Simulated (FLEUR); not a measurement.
# Bi (Im-3m) in FLEUR: a series of runs

The runs below take Bi through equation of state, with PBEsol.

Everything below comes from runs of FLEUR MaX-R8.1 (later development tree). Logs are shortened: lines on timing, memory, paths and dates and some standing lists are left out, and cuts for length are marked.

**1. The structure**

Symmetry: Im-3m, No. 229, cubic system. Conventional cell: a = 3.963 Å, b = 3.963 Å, c = 3.963 Å, α = 90.00°, β = 90.00°, γ = 90.00°. Around Bi (site symmetry m-3m) lie 8 Bi at 3.43 Å.

This isn't the form of Bi at room conditions, which is rhombohedral.

**2. Equation of state, PBEsol, 29.25 Å³/atom (volume scaled by 0.94)**

Input file inp.xml:

```xml
<?xml version="1.0" encoding="UTF-8" standalone="no"?>
<fleurInput fleurInputVersion="0.39">
   <comment>
      Bi                                                                                                  
   </comment>
   <calculationSetup>
      <cutoffs Kmax="4.1" Gmax="12.7" GmaxXC="12.7" numbands="0"/>
      <scfLoop itmax="60" minDistance="0.00001" maxIterBroyd="15" imix="Anderson" alpha="0.05" precondParam="0.0" spinf="2.0" sdNocoIR="T"/>
      <coreElectrons ctail="T" frcor="F" kcrel="0" coretail_lmax="0"/>
      <xcFunctional name="PBEs" relativisticCorrections="F"/>
      <magnetism jspins="1"/>
      <soc l_soc="F" theta="0.0" phi="0.0" spav="F"/>
      <expertModes spex="0" secvar="F"/>
      <geometryOptimization l_f="F" forcealpha="1.0" forcemix="BFGS" epsdisp="0.0005" epsforce="0.0002"/>
      <ldaU l_linMix="F" mixParam="0.05" spinf="1.0"/>
   </calculationSetup>
   <cell>
      <bzIntegration valenceElectrons="21.0" mode="hist" fermiSmearingEnergy="0.00183747">
         <kPointListSelection listName="default-1"/>
         <!-- k-points included here -->
         <xi:include xmlns:xi="http://www.w3.org/2001/XInclude" href="kpts.xml"> </xi:include>
      </bzIntegration>
      <!-- symmetry operations included here -->
      <xi:include xmlns:xi="http://www.w3.org/2001/XInclude" href="sym.xml"> </xi:include>
      <bulkLattice scale="0.9795861087">
         <bravaisMatrix>
            <row-1>   -3.7443610400225311     3.7443610400225311     3.7443610400225311</row-1>
            <row-2>    3.7443610400225311    -3.7443610400225311     3.7443610400225311</row-2>
            <row-3>    3.7443610400225311     3.7443610400225311    -3.7443610400225311</row-3>
         </bravaisMatrix>
      </bulkLattice>
   </cell>
   <atomSpecies>
      <species name="Bismuth (Bi)" element="Bi" atomicNumber="83">
         <mtSphere radius="2.66" gridPoints="879" logIncrement="0.015"/>
         <atomicCutoffs lmax="10" lnonsphr="10"/>
         <electronConfig flipSpins="F">
            <coreConfig>(1s1/2) (2s1/2) (2p1/2) (2p3/2) (3s1/2) (3p1/2) (3p3/2) (4s1/2) (3d3/2) (3d5/2) (4p1/2) (4p3/2) (5s1/2) (4d3/2) (4d5/2) (4f5/2) (4f7/2)</coreConfig>
            <valenceConfig>(5p1/2) (5p3/2) (6s1/2) (5d3/2) (5d5/2) (6p1/2) (6p3/2)</valenceConfig>
            <stateOccupation state="(6p1/2)" spinUp="0.500000" spinDown="0.500000"/>
            <stateOccupation state="(6p3/2)" spinUp="1.000000" spinDown="1.000000"/>
         </electronConfig>
         <energyParameters s="6" p="6" d="5" f="5"/>
         <lo type="SCLO" l="1" n="5" eDeriv="0"/>
         <lo type="SCLO" l="1" n="5" eDeriv="1"/>
         <lo type="SCLO" l="0" n="6" eDeriv="2"/>
         <lo type="SCLO" l="2" n="5" eDeriv="2"/>
         <lo type="SCLO" l="3" n="5" eDeriv="2"/>
      </species>
   </atomSpecies>
   <atomGroups>
      <atomGroup species="Bismuth (Bi)">
         <relPos label="                   1">.0000000000 .0000000000 .0000000000</relPos>
         <force calculate="T" relaxXYZ="TTT"/>
      </atomGroup>
   </atomGroups>
   <output dos="F" band="F" slice="F">
      <checks vchk="F" cdinf="F"/>
      <bandDOS minEnergy="-.5*Htr" maxEnergy="0.5*Htr" sigma="0.015" storeEVData="T"/>
      <vacuumDOS vacdos="F" integ="F" star="F" nstars="0" locx1="0.0" locy1="0.0" locx2="0.0" locy2="0.0" nstm="0" tworkf="0.0"/>
      <unfoldingBand unfoldBand="F" supercellX="1" supercellY="1" supercellZ="1"/>
      <plotting iplot="0" polar="F">
         <plot TwoD="T" vec1="  1.0  0.0  0.0" vec2="  0.0  1.0  0.0" vec3="  0.0  0.0  1.0" zero="  0.0  0.0  0.0" file="plot"/>
      </plotting>
      <chargeDensitySlicing numkpt="0" minEigenval="0.0" maxEigenval="0.0" nnne="0" pallst="F"/>
      <specialOutput eonly="F"/>
      <moessbauerParams electricFieldGradient="T" isomerShift="T" coreHyperfine="T" valenceHyperfine="T"/>
      <magneticCircularDichroism mcd="F" energyLo="-10.0" energyUp="0.0"/>
   </output>
  <!-- We include the file relax.xml here to enable relaxations (see documentation) -->
  <xi:include xmlns:xi="http://www.w3.org/2001/XInclude" href="relax.xml"> <xi:fallback/> </xi:include>
</fleurInput>
```

Potentials or basis: all-electron, FLAPW.

Started as:

```sh
> inpgen -f crystal.txt -profile fastHighL
> # inp.xml edited to the form shown
> fleur_MPI
```

Output:

```text
Welcome to FLEUR        (www.flapw.de)
      MaX-Release 8.1          (www.max-centre.eu)

 ========== k-point set info ==========
 Selected k-point list: default-1
 k-point list type: mesh
 9 x 9 x 9
 Number of k points: 35

 ------------Calculation Setup---------------------------
 Number of MPI-tasks      :            1
 Number of PE/node        :            1
 Number of OMP-threads    :            1
 Most efficient MPI parallelization for:
           1           5           7          35
 Additional eigenvalue parallelization possible
 Number of basis functions:          276
 Approximate size of matrices (H+S) per k-point:         0.001 GB
 --------------------------------------------------------
 Iteration:     1   Distance:      12.44404306 me/bohr^3
 Iteration:     2   Distance:      11.72292304 me/bohr^3
 Iteration:     3   Distance:       3.42105382 me/bohr^3
 Iteration:     4   Distance:       0.23887079 me/bohr^3
 Iteration:     5   Distance:       0.22749444 me/bohr^3
 Iteration:     6   Distance:       0.05032477 me/bohr^3
 Iteration:     7   Distance:       0.00256969 me/bohr^3
 Iteration:     8   Distance:       0.00193551 me/bohr^3
 Iteration:     9   Distance:       0.00018916 me/bohr^3
 Iteration:    10   Distance:       0.00007441 me/bohr^3
 Iteration:    11   Distance:       0.00001772 me/bohr^3
 Iteration:    12   Distance:       0.00000222 me/bohr^3

 ********************************************************************
 Run finished successfully
 Stop message:
   all done
 ********************************************************************
```

out.xml (last iteration):

```text
<iteration numberForCurrentRun="   12" overallNumber="   12">
         <energyParameters units="Htr">
            <atomicEP atomType="1" spin="1" branch="6s" branchLowest="-5.30" branchHighest="0.47" value="-0.0753995982"/>
            <atomicEP atomType="1" spin="1" branch="6p" branchLowest="-3.02" branchHighest="1.31" value="0.2471175655"/>
            <atomicEP atomType="1" spin="1" branch="5d" branchLowest="-15.26" branchHighest="-0.45" value="-0.4602754496"/>
            <atomicEP atomType="1" spin="1" branch="5f" branchLowest="-5.11" branchHighest="1.81" value="0.6013972375"/>
            <loAtomicEP atomType="1" spin="1" branch="5p" branchLowest="-24.48" branchHighest="-3.02" value="-3.0939832229"/>
            <loAtomicEP atomType="1" spin="1" branch="5p" branchLowest="-24.48" branchHighest="-3.02" value="-3.0939832229"/>
            <loAtomicEP atomType="1" spin="1" branch="6s" branchLowest="-5.30" branchHighest="0.47" value="-0.0753995982"/>
            <loAtomicEP atomType="1" spin="1" branch="5d" branchLowest="-15.26" branchHighest="-0.45" value="-0.4970331168"/>
            <loAtomicEP atomType="1" spin="1" branch="5f" branchLowest="-5.11" branchHighest="1.81" value="0.6013809619"/>
         </energyParameters>
         <eigenvalues>
            <eigenvaluesAt spin="1" ikpt="1" k_x="0.00000000" k_y="0.00000000" k_z="0.00000000">
                      -3.0207550772       -3.0207550772       -3.0207550772       -0.5055379458       -0.5055379458
                      -0.5055379458       -0.4996764904       -0.4996764904       -0.1734665337        0.5457320598
                       0.5457320598        0.5457320598        0.7056080933        0.7242620128        0.7242620128
                       0.7242620128        0.7872177374
            </eigenvaluesAt>
            <eigenvaluesAt spin="1" ikpt="2" k_x="0.00000000" k_y="0.00000000" k_z="0.11111111">
                      -3.0207651884       -3.0207593460       -3.0207546841       -0.5057548226       -0.5051913483
                      -0.5044427308       -0.4999224757       -0.4997146078       -0.1645430684        0.4668265069
                       0.5194597283        0.5366821891        0.6693670616        0.6959384315        0.7164774864
                       0.7582685822        0.8222367864
            </eigenvaluesAt>
            <eigenvaluesAt spin="1" ikpt="3" k_x="0.00000000" k_y="0.00000000" k_z="0.22222222">
                      -3.0207909839       -3.0207704330       -3.0207536836       -0.5063035075       -0.5045204939
                      -0.5016420135       -0.5003823622       -0.4998080504       -0.1382630267        0.3436407091
                       0.4704208125        0.5136631294        0.6174641789        0.6617485335        0.7259653668
                       0.7950953309        0.9006158842
            </eigenvaluesAt>
            <eigenvaluesAt spin="1" ikpt="4" k_x="0.00000000" k_y="0.00000000" k_z="0.33333333">
                      -3.0208204482       -3.0207829647       -3.0207527045       -0.5069271820       -0.5043385705
                      -0.5003958824       -0.4999121985       -0.4983974764       -0.0975141346        0.2312277454
                       0.4286548159        0.4895707306        0.5852145526        0.6383400017        0.7605753113
                       0.8202692628        0.9837395876
            </eigenvaluesAt>
         </eigenvalues>
         <bandgap value="0.0523837213" units="eV"/>
         <sumValenceSingleParticleEnergies value="-22.5287089581" units="Htr"/>
         <FermiEnergy value="0.3442970558" units="Htr"/>
         <valenceDensity>
            <mtCharges spin="1">
               <mtCharge atomType="1" total="18.8284860" s="1.5613404" p="7.3172015" d="9.9343316" f="0.0139942"/>
            </mtCharges>
            <spinDependentCharge spin="1" total="21.0000000" interstitial="2.1715140" mtSpheres="18.8284860"/>
            <totalCharge value="21.0000000000"/>
         </valenceDensity>
         <coreStates atomType="     1" atomicNumber=" 83" spin="1" kinEnergy="  24946.6143735132" eigValSum=" -13340.9467521523" lostElectrons=" 0.000024">
            <state n="1" l="0" j="0.5" energy="-3325.0878367526" weight="1.0000000000"/>
            <state n="2" l="0" j="0.5" energy="-596.5141878483" weight="1.0000000000"/>
            <state n="2" l="1" j="0.5" energy="-573.0698400866" weight="1.0000000000"/>
            <state n="2" l="1" j="1.5" energy="-487.8463626909" weight="2.0000000000"/>
            <state n="3" l="0" j="0.5" energy="-143.6053845559" weight="1.0000000000"/>
            <state n="3" l="1" j="0.5" energy="-133.0241143118" weight="1.0000000000"/>
[... 9 lines left out ...]
            <state n="4" l="3" j="2.5" energy="-5.2287385367" weight="3.0000000000"/>
            <state n="4" l="3" j="3.5" energy="-5.0268023782" weight="4.0000000000"/>
         </coreStates>
         <allElectronCharges>
            <spinDependentCharge spin="1" total="83.0000000" interstitial="2.1715383" mtSpheres="80.8284617"/>
            <totalCharge value="83.0000000031"/>
         </allElectronCharges>
         <moessbauerParams unitsHFF="kG" unitsIS="e/bohr^3" unitsEFG="Htr/bohr^2">
            <coreIsomerShift atomType="1" isTotal="3257192.65969">
               <shell n="1" l="0" isomerShift="2668904.29083"/>
               <shell n="2" l="0" isomerShift="415926.09730"/>
               <shell n="2" l="1" isomerShift="34096.28595"/>
               <shell n="3" l="0" isomerShift="96472.29903"/>
               <shell n="3" l="1" isomerShift="8886.27536"/>
               <shell n="4" l="0" isomerShift="25114.49024"/>
               <shell n="3" l="2" isomerShift="0.00372"/>
               <shell n="4" l="1" isomerShift="2288.51095"/>
               <shell n="5" l="0" isomerShift="5504.40525"/>
               <shell n="4" l="2" isomerShift="0.00105"/>
               <shell n="4" l="3" isomerShift="0.00000"/>
            </coreIsomerShift>
            <isomerShift atomType="1" nucleusRadius="0.0001402" averageDensity="3257875.30496"/>
            <electricFieldGradient atomType="1" VXX="0.00000" VYY="0.00000" VZZ="0.00000" asymParam="0.00000">
            </electricFieldGradient>
         </moessbauerParams>
         <totalEnergy                                    value="   -21575.3974057923" units="Htr">
            <sumOfEigenvalues                            value="   -13363.4754611103">
               <coreElectrons value="-13340.9467521523"/>
               <valenceElectrons value="-22.5287089581"/>
            </sumOfEigenvalues>
            <densityCoulombPotentialIntegral value="-38078.5977336096"/>
            <densityEffectivePotentialIntegral value="-38596.2665929929"/>
            <chargeDenXCDenIntegral value="-392.9352450729"/>
            <FockExchangeEnergyValence value="0.0000000000"/>
            <FockExchangeEnergyCore value="0.0000000000"/>
            <atomTypeDependentContributions atomType="1">
               <electronNucleiInteractionDifferentMTs value="27330.3095122411"/>
               <MadelungTerm value="-45.6449135561"/>
            </atomTypeDependentContributions>
            <tkbTimesEntropy value="0.0001803710"/>
            <freeEnergy value="-21575.3975861633"/>
            <extrapolationTo0K value="-21575.3974959778"/>
         </totalEnergy>
         <densityConvergence units="me/bohr^3">
            <chargeDensity spin="1" distance="0.0000022223"/>
         </densityConvergence>
      </iteration>
```

Run time: 14 s. Hardware: 1 thread of Arm Neoverse V2, shared host; peak memory 0.06 GiB.

Results:

```yaml
Free_energy: -587096.4771 eV
Band_gap_on_the_k_mesh: none (metal or under the smearing width)
Valence_electrons_inside_the_program's_atomic_spheres: Bi 18.83 (radii Bi 2.66 bohr)
```

Caveat: spin-orbit coupling is left out, which moves the levels of the heavy elements.

**3. Equation of state, PBEsol, 29.87 Å³/atom (volume scaled by 0.96)**

inp.xml, as its differences from that of step 2:

```diff
@@ -24,3 +24,3 @@
       <xi:include xmlns:xi="http://www.w3.org/2001/XInclude" href="sym.xml"> </xi:include>
-      <bulkLattice scale="0.9795861087">
+      <bulkLattice scale="0.9864848297">
          <bravaisMatrix>
```

Potentials or basis: all-electron, FLAPW.

Started as:

```sh
> inpgen -f crystal.txt -profile fastHighL
> # inp.xml edited to the form shown
> fleur_MPI
```

Wall time 14 s (1 thread of Arm Neoverse V2, shared host); peak memory 0.06 GiB.

Results (log left out):

```
Free energy                                           : -587096.4813 eV
Band gap on the k mesh                                : none (metal or under the smearing width)
Valence electrons inside the program's atomic spheres : Bi 18.81 (radii Bi 2.66 bohr)
```

Caveat: spin-orbit coupling is left out, which moves the levels of the heavy elements.

**4. Equation of state, PBEsol, 30.49 Å³/atom (volume scaled by 0.98)**

inp.xml, as its differences from that of step 3:

```diff
@@ -24,3 +24,3 @@
       <xi:include xmlns:xi="http://www.w3.org/2001/XInclude" href="sym.xml"> </xi:include>
-      <bulkLattice scale="0.9864848297">
+      <bulkLattice scale="0.9932883884">
          <bravaisMatrix>
```

Started as:

```sh
> inpgen -f crystal.txt -profile fastHighL
> # inp.xml edited to the form shown
> fleur_MPI
```

Run time: 15 s. Hardware: 1 thread of Arm Neoverse V2, shared host; peak memory 0.07 GiB.

Results (log left out):

| Item | Value |
| --- | --- |
| Free energy | -587096.4805 eV |
| Band gap on the k mesh | none (metal or under the smearing width) |
| Valence electrons inside the program's atomic spheres | Bi 18.80 (radii Bi 2.66 bohr) |

Caveat: spin-orbit coupling is left out, which moves the levels of the heavy elements.

**5. Equation of state, PBEsol, 31.12 Å³/atom**

inp.xml, as its differences from that of step 4:

```diff
@@ -24,3 +24,3 @@
       <xi:include xmlns:xi="http://www.w3.org/2001/XInclude" href="sym.xml"> </xi:include>
-      <bulkLattice scale="0.9932883884">
+      <bulkLattice scale="1.0000000000">
          <bravaisMatrix>
```

Started as:

```sh
> inpgen -f crystal.txt -profile fastHighL
> # inp.xml edited to the form shown
> fleur_MPI
```

Run time: 15 s. Hardware: 1 thread of Arm Neoverse V2, shared host; peak memory 0.07 GiB.

It converged, with:

```yaml
Free_energy: -587096.4752 eV
Band_gap_on_the_k_mesh: none (metal or under the smearing width)
Valence_electrons_inside_the_program's_atomic_spheres: Bi 18.78 (radii Bi 2.66 bohr)
```

Caveat: spin-orbit coupling is left out, which moves the levels of the heavy elements.

**6. Equation of state, PBEsol, 31.74 Å³/atom (volume scaled by 1.02)**

inp.xml, as its differences from that of step 5:

```diff
@@ -24,3 +24,3 @@
       <xi:include xmlns:xi="http://www.w3.org/2001/XInclude" href="sym.xml"> </xi:include>
-      <bulkLattice scale="1.0000000000">
+      <bulkLattice scale="1.0066227096">
          <bravaisMatrix>
```

Potentials or basis: all-electron, FLAPW.

Started as:

```sh
> inpgen -f crystal.txt -profile fastHighL
> # inp.xml edited to the form shown
> fleur_MPI
```

It took 15 s on 1 thread of Arm Neoverse V2, shared host; peak memory 0.07 GiB.

The run converged. Its results:

* Free energy: -587096.4658 eV
* Band gap on the k mesh: none (metal or under the smearing width)
* Valence electrons inside the program's atomic spheres: Bi 18.77 (radii Bi 2.66 bohr)

Caveat: spin-orbit coupling is left out, which moves the levels of the heavy elements.

**7. Equation of state, PBEsol, 32.36 Å³/atom (volume scaled by 1.04)**

inp.xml, as its differences from that of step 6:

```diff
@@ -24,3 +24,3 @@
       <xi:include xmlns:xi="http://www.w3.org/2001/XInclude" href="sym.xml"> </xi:include>
-      <bulkLattice scale="1.0066227096">
+      <bulkLattice scale="1.0131594038">
          <bravaisMatrix>
```

Started as:

```sh
> inpgen -f crystal.txt -profile fastHighL
> # inp.xml edited to the form shown
> fleur_MPI
```

Wall time 16 s (1 thread of Arm Neoverse V2, shared host); peak memory 0.07 GiB.

Results (log left out):

```
Free energy                                           : -587096.4529 eV
Band gap on the k mesh                                : none (metal or under the smearing width)
Valence electrons inside the program's atomic spheres : Bi 18.76 (radii Bi 2.66 bohr)
```

Caveat: spin-orbit coupling is left out, which moves the levels of the heavy elements.

**8. Equation of state, PBEsol, 32.98 Å³/atom (volume scaled by 1.06)**

inp.xml, as its differences from that of step 7:

```diff
@@ -24,3 +24,3 @@
       <xi:include xmlns:xi="http://www.w3.org/2001/XInclude" href="sym.xml"> </xi:include>
-      <bulkLattice scale="1.0131594038">
+      <bulkLattice scale="1.0196128224">
          <bravaisMatrix>
```

Started as:

```sh
> inpgen -f crystal.txt -profile fastHighL
> # inp.xml edited to the form shown
> fleur_MPI
```

Wall time 16 s (1 thread of Arm Neoverse V2, shared host); peak memory 0.07 GiB.

The run converged. Its results:

```yaml
Free_energy: -587096.4370 eV
Band_gap_on_the_k_mesh: none (metal or under the smearing width)
Valence_electrons_inside_the_program's_atomic_spheres: Bi 18.75 (radii Bi 2.66 bohr)
```

Caveat: spin-orbit coupling is left out, which moves the levels of the heavy elements.

**9. Equation of state, PBEsol**

Potentials or basis: all-electron, FLAPW.

No new run: the results of the series are fitted here.

What came out:

| Quantity | Value |
| --- | --- |
| Equilibrium volume | 30.07 Å³/atom |
| Bulk modulus | 60 GPa |
| Pressure derivative of the bulk modulus | 4.7 (rough: it moves with the points fitted) |

Energy against volume, from the lowest point:
```
volume (Å³/atom)  energy (meV/atom)
          29.250               4.16
          29.872               0.00
          30.495               0.80
          31.117               6.10
          31.739              15.45
          32.362              28.37
          32.984              44.34
```

Caveat: spin-orbit coupling is left out, which moves the levels of the heavy elements.
